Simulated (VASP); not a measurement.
# GaAs (F-43m) in VASP: a series of runs

Runs on GaAs. Level: PBE. Tasks: G0W0 quasiparticle levels.

All numbers are computed with VASP 6.6.1; they aren't measurements. Logs are shortened: lines on timing, memory, paths and dates and some standing lists are left out, and cuts for length are marked.

### 1 The structure

The structure is cubic, space group F-43m (No. 216). Conventional cell: a = 5.654 Å, b = 5.654 Å, c = 5.654 Å, α = 90.00°, β = 90.00°, γ = 90.00°. As (site symmetry -43m) is surrounded by 4 Ga at 2.45 Å. Ga (site symmetry -43m) is surrounded by 4 As at 2.45 Å.

### 2 G0W0 quasiparticle levels, PBE

The input, POSCAR:

```
GaAs
1.0
    0.0000000000      2.8268500000      2.8268500000
    2.8268500000      0.0000000000      2.8268500000
    2.8268500000      2.8268500000      0.0000000000
As Ga
1 1
Direct
    0.7500000000      0.7500000000      0.7500000000
    0.0000000000      0.0000000000      0.0000000000
```

The input, INCAR.step1:

```
SYSTEM = GaAs
ALGO     = Normal         ! electronic algorithm
EDIFF    = 1E-8           ! SCF threshold, eV
ENCUT    = 450            ! plane-wave cutoff, eV
GGA      = PE             ! functional
ISMEAR   = 0              ! smearing method
LASPH    = .TRUE.         ! aspherical terms in the spheres
LCHARG   = .FALSE.        ! write CHGCAR
LREAL    = .FALSE.        ! projectors in reciprocal space
LWAVE    = .TRUE.         ! write WAVECAR
NELM     = 60             ! most SCF steps
PREC     = Accurate       ! precision mode
SIGMA    = 0.01           ! smearing width, eV
```

The input, INCAR.step2:

```
SYSTEM = GaAs
ALGO     = Exact          ! electronic algorithm
EDIFF    = 1E-8           ! SCF threshold, eV
ENCUT    = 450            ! plane-wave cutoff, eV
GGA      = PE             ! functional
ISMEAR   = 0              ! smearing method
ISTART   = 1            
LASPH    = .TRUE.         ! aspherical terms in the spheres
LCHARG   = .FALSE.        ! write CHGCAR
LOPTICS  = .TRUE.         ! frequency-dependent dielectric function
LREAL    = .FALSE.        ! projectors in reciprocal space
LWAVE    = .TRUE.         ! write WAVECAR
NBANDS   = 189            ! bands
NELM     = 1              ! most SCF steps
PREC     = Accurate       ! precision mode
SIGMA    = 0.01           ! smearing width, eV
```

The input, INCAR.step3:

```
SYSTEM = GaAs
ALGO     = EVGW0          ! electronic algorithm
EDIFF    = 1E-8           ! SCF threshold, eV
ENCUT    = 450            ! plane-wave cutoff, eV
ENCUTGW  = 200            ! cutoff of the response function
GGA      = PE             ! functional
ISMEAR   = 0              ! smearing method
ISTART   = 1            
LASPH    = .TRUE.         ! aspherical terms in the spheres
LCHARG   = .FALSE.        ! write CHGCAR
LREAL    = .FALSE.        ! projectors in reciprocal space
LWAVE    = .FALSE.        ! write WAVECAR
NBANDS   = 189            ! bands
NBANDSGW = 17           
NELMGW   = 1            
NOMEGA   = 48             ! frequency points
PREC     = Accurate       ! precision mode
PRECFOCK = Fast         
SIGMA    = 0.01           ! smearing width, eV
```

The input, KPOINTS:

```
k-points
0
G
  5 5 5
  0 0 0
```

Potentials or basis: VASP PAW PBE potentials, release 64 (As_GW, Ga_d_GW).

Command:

```sh
cat potpaw_PBE.64/As_GW/POTCAR potpaw_PBE.64/Ga_d_GW/POTCAR > POTCAR
cp INCAR.step1 INCAR
mpirun -np 1 vasp_std > vasp.out
cp INCAR.step2 INCAR
mpirun -np 1 vasp_std > vasp.out
cp INCAR.step3 INCAR
mpirun -np 1 vasp_std > vasp.out
```

OUTCAR:

```text
SYSTEM = GaAs
   EDIFF = 1E-8
   ENCUT = 450
   ENCUTGW = 200
   GGA = PE
   ISMEAR = 0
   ISTART = 1
   LASPH = .TRUE.
   LREAL = .FALSE.
   NELMGW = 1
   PREC = Accurate
   PRECFOCK = Fast

 Found     10 irreducible k-points:

 Following reciprocal coordinates:
            Coordinates               Weight
  0.000000  0.000000  0.000000      1.000000
  0.200000  0.000000  0.000000      8.000000
  0.400000  0.000000  0.000000      8.000000
  0.200000  0.200000  0.000000      6.000000
  0.400000  0.200000  0.000000     24.000000
 -0.400000  0.200000  0.000000     24.000000
   k-points           NKPTS =     10   k-points in BZ     NKDIM =    125   number of bands    NBANDS=    189
   number of dos      NEDOS =    301   number of ions     NIONS =      2
   total plane-waves  NPLWV =  21952
   dimension x,y,z NGX =    28 NGY =   28 NGZ =   28
   dimension x,y,z NGXF=    56 NGYF=   56 NGZF=   56
   ions per type =               1   1
   NGX,Y,Z   is equivalent  to a cutoff of  11.64, 11.64, 11.64 a.u.
   NGXF,Y,Z  is equivalent  to a cutoff of  23.29, 23.29, 23.29 a.u.
 SYSTEM =  GaAs
   PREC   = accura    normal or accurate (medium, high low for compatibility)
   ISTART =      1    job   : 0-new  1-cont  2-samecut
   ICHARG =      0    charge: 1-file 2-atom 10-const
   ISPIN  =      1    spin polarized calculation?
   LNONCOLLINEAR =      F non collinear calculations
   LSORBIT =      F    spin-orbit coupling
   LASPH  =      T    aspherical Exc in radial PAW
   ENCUT  =  450.0 eV  33.07 Ry    5.75 a.u.   6.91  6.91  6.91*2*pi/ulx,y,z
   NELM   =     60;   NELMIN=  2; NELMDL=  0     # of ELM steps
   EDIFF  = 0.1E-07   stopping-criterion for ELM
   LREAL  =      F    real-space projection
   EDIFFG = 0.1E-06   stopping-criterion for IOM
   NSW    =      0    number of steps for IOM
   IBRION =     -1    ionic relax: 0-MD 1-quasi-New 2-CG
   NFREE  =      0    steps in history (QN), initial steepest desc. (CG)
   ISIF   =      0    stress and relaxation
   ISYM   =      3    0-nonsym 1-usesym 2-fastsym
   POTIM  = 0.5000    time-step for ionic-motion
   TEBEG  =    0.0;   TEEND  =   0.0 temperature during run
   PSTRESS=    0.0 pullay stress
   NELECT =      18.0000    total number of electrons
   NUPDOWN=      -1.0000    fix difference up-down
   EMIN   =  10.00;   EMAX   =-10.00  energy-range for DOS
   EFERMI =   0.00;   METHOD = LEGACY
   ISMEAR =     0;   SIGMA  =   0.01  broadening in eV -4-tet -1-fermi 0-gaus
   EFERMI_NEDOS =   21; number of points for ismear=-14 and -15
   IALGO  =     38    algorithm
   IMIX   =      4    mixing-type and parameters
     AMIX     =   0.40;   BMIX     =  1.00
     AMIX_MAG =   1.60;   BMIX_MAG =  1.00
  volume/ion in A,a.u.               =      22.59       152.44
  Fermi-wavevector in a.u.,A,eV,Ry     =   1.204628  2.276417 19.743799  1.451128
  Thomas-Fermi vector in A             =   2.340347
   LORBIT       =      0    0 simple, 1 ext, 2 COOP (PROOUT), +10 PAW based schemes
   GGA     = PE    functional components
   LHFCALC =     T    Hartree Fock is set to
   PRECFOCK=fast      Normal, Fast or Accurate (Low or Medium for compatibility)
   ENCUT4O =  -1.0   cutoff for four orbital integrals eV
   NKREDX  =     1    reduce k-point grid by
   NKREDY  =     1    reduce k-point grid by
   NKREDZ  =     1    reduce k-point grid by
   AEXX    =    1.0000 exact exchange contribution
   HFSCREEN=    0.0000 screening length (either q_TF or 0.3 A-1)
   HFSCREENC=   0.0000 screening length for correlation (either q_TF or 0.3 A-1)
   ENCUTFOCK=  -1.0 apply spherical cutoff to Coloumb kernel
   IVDW    =     0    specifies the selected vdW correction
   LEPSILON=     F    determine dielectric tensor
   LRPA    =     F    only Hartree local field effects (RPA)
   LRPAFORCE           =     F    calculate RPA forces
   ENCUTGW             = 200.0    cutoff for response function in eV
   ENCUTGWSOFT         = 160.0    soft cutoff for Coulomb kernel in GW response function in eV
   ENCUTLF             =  -1.0    cutoff for local field effects
   NELMGW              =     1    number of iterations in solving QP/BSE equation
   NELMHF              =     1    number of iterations in the inner HF iteration
   NKREDLFX            =     1    NKREDLFY  =   1   NKREDLFZ  =   1
 non-spin polarized calculation
 Gauss-broadening in eV      SIGMA  =   0.01
  energy-cutoff  :      450.00
  volume of cell :       45.18
 maximum number of plane-waves:       990
  NGX = 16; NGY = 16; NGZ = 16
   NGX = 13   NGY = 13   NGZ = 13
 maximum number of plane-waves:       295

 QP shifts <psi_nk| G(iteration)W_0 |psi_nk>: iteration 1
 for sc-GW calculations column KS-energies equals QP-energies in previous step
 and V_xc(KS)=  KS-energies - (<T + V_ion + V_H > + <T+V_H+V_ion>^1  + <V_x>^1)

 k-point   1 :       0.0000    0.0000    0.0000
  band No.  KS-energies  QP-energies   sigma(KS)   V_xc(KS)     V^pw_x(r,r')   Z            occupation Imag(sigma)

      1     -10.9609     -13.0279     -24.8160     -21.7109     -35.0357       0.6657       2.0000      -0.0153
      2     -10.9609     -13.0279     -24.8160     -21.7109     -35.0357       0.6657       2.0000      -0.0153
      3     -10.9609     -13.0279     -24.8160     -21.7109     -35.0357       0.6657       2.0000      -0.0153
      4     -10.8824     -12.9745     -24.9456     -21.8129     -35.1471       0.6678       2.0000      -0.0498
      5     -10.8824     -12.9745     -24.9456     -21.8129     -35.1471       0.6678       2.0000      -0.0498
      6      -8.8600      -9.3020     -11.8404     -11.1357     -18.1106       0.6273       2.0000       0.6855
[... 9 lines left out ...]
     16      13.9589      13.8702      -9.9352      -9.8164      -4.5059       0.7468       0.0000      -0.3881
     17      15.3996      15.2039      -7.9915      -7.7297      -2.2420       0.7474       0.0000      -0.4621

 k-point   2 :       0.2000    0.0000    0.0000
  band No.  KS-energies  QP-energies   sigma(KS)   V_xc(KS)     V^pw_x(r,r')   Z            occupation Imag(sigma)

      1     -10.9910     -13.0283     -24.6042     -21.5405     -34.7795       0.6650       2.0000      -0.0034
      2     -10.9528     -13.0210     -24.8326     -21.7271     -35.0552       0.6660       2.0000      -0.0162
      3     -10.9528     -13.0210     -24.8326     -21.7271     -35.0552       0.6660       2.0000      -0.0162
      4     -10.8825     -12.9721     -24.9438     -21.8124     -35.1472       0.6673       2.0000      -0.0495
      5     -10.8825     -12.9721     -24.9438     -21.8124     -35.1472       0.6673       2.0000      -0.0495
      6      -8.4049      -8.8886     -12.1453     -11.3943     -18.2781       0.6441       2.0000       0.6544
[... 9 lines left out ...]
     16      12.9305      12.7608      -8.1098      -7.8832      -2.5457       0.7488       0.0000      -0.3606
     17      14.9444      14.7771      -8.3359      -8.1123      -2.5778       0.7486       0.0000      -0.4695
[... 64 lines left out ...]
 k-point   6 :      -0.4000    0.2000    0.0000
  band No.  KS-energies  QP-energies   sigma(KS)   V_xc(KS)     V^pw_x(r,r')   Z            occupation Imag(sigma)

      1     -11.0457     -13.0412     -24.3456     -21.3388     -34.4741       0.6637       2.0000       0.0129
      2     -10.9362     -13.0115     -24.8657     -21.7525     -35.0873       0.6666       2.0000      -0.0210
      3     -10.9318     -13.0074     -24.8774     -21.7693     -35.1070       0.6678       2.0000      -0.0188
      4     -10.8848     -12.9712     -24.9352     -21.8071     -35.1425       0.6670       2.0000      -0.0474
      5     -10.8799     -12.9681     -24.9462     -21.8189     -35.1563       0.6677       2.0000      -0.0486
      6      -6.8313      -7.3396     -12.9552     -12.2033     -18.5639       0.6760       2.0000       0.5239
[... 9 lines left out ...]
     16      15.4586      15.3130      -8.3013      -8.1074      -2.5697       0.7509       0.0000      -0.4810
     17      18.0936      18.1410     -10.4290     -10.4933      -3.6084       0.7360       0.0000      -0.9052

 [... further k-points ...]
```

OUTCAR.step1:

```text
SYSTEM = GaAs
   EDIFF = 1E-8
   ENCUT = 450
   GGA = PE
   ISMEAR = 0
   LASPH = .TRUE.
   LREAL = .FALSE.
[... 206 lines left out ...]
      4.24027      4.24027      4.24027         0.000000      0.000000     -0.000000
      0.00000      0.00000      0.00000        -0.000000     -0.000000      0.000000
 -----------------------------------------------------------------------------------
    total drift:                               -0.000015     -0.000015     -0.000015

  FREE ENERGIE OF THE ION-ELECTRON SYSTEM (eV)
  ---------------------------------------------------
  free  energy   TOTEN  =        -8.1815549633 eV

  energy  without entropy=       -8.1815549633  energy(sigma->0) =       -8.18155496
```

Wall time 7.5 min (1 thread of Intel Xeon Platinum 8488C (Sapphire Rapids), shared host); peak memory 0.72 GiB.

These settings aren't checked as converged: the numbers below hold their error.

What came out:

```
Band gap on the k mesh, mean-field level : 0.51 eV, direct
Quasiparticle gap                        : 1.39 eV
Least direct quasiparticle gap           : 1.39 eV
```

Caveat: bands, screening cutoff and mesh are small and nothing is extrapolated, so the quasiparticle values aren't converged.

(Continued in part 2 of 3.)
